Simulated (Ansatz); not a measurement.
`C[SiH](O)F` + `F[C](F)F`• → `C[Si](O)F`• + `FC(F)F`  (hydrogen abstraction from the Si–H bond)

Calculated with Ansatz (gas phase, PBE0-D4/def2-TZVP geometries, no zero-point term in ΔE). CBS: MP2 limit from def2 TZ/QZ plus the TZ coupled-cluster correction, frozen cores. This one scheme is used for every species. Functionals use def2-TZVPP. Open shells (•) are unrestricted, without spin–orbit coupling. One conformer a species, not always the lowest.

```json
{"species": "`C[SiH](O)F`", "BLYP-D4 energy (Eh)": "-505.87540"}
{"species": "`F[C](F)F`•", "BLYP-D4 energy (Eh)": "-337.69256"}
{"species": "`C[Si](O)F`•", "BLYP-D4 energy (Eh)": "-505.22580"}
{"species": "`FC(F)F`", "BLYP-D4 energy (Eh)": "-338.36227"}
```

Question: Work out ΔE.

Answer: ΔE = (-505.22580) + (-338.36227) − (-505.87540) − (-337.69256) = -0.02011 Eh = -12.6 kcal/mol. CCSD(T)/CBS gives -13.1 kcal/mol.

Largest T1 diagnostic among the species: 0.014.

Leaving LDA and LC-ωPBE aside and taking each functional with its dispersion term where it has one, the values, not all of them listed here, spread over 3.2 kcal/mol, from PBE-D4 to BHLYP-D4. LDA lies −1.7 kcal/mol from PBE without D4. In def2-TZVPP, CCSD(T) changes the Hartree–Fock value by −4.7 kcal/mol (the triples alone add −0.4 kcal/mol) and MP2 by −6.2 kcal/mol.
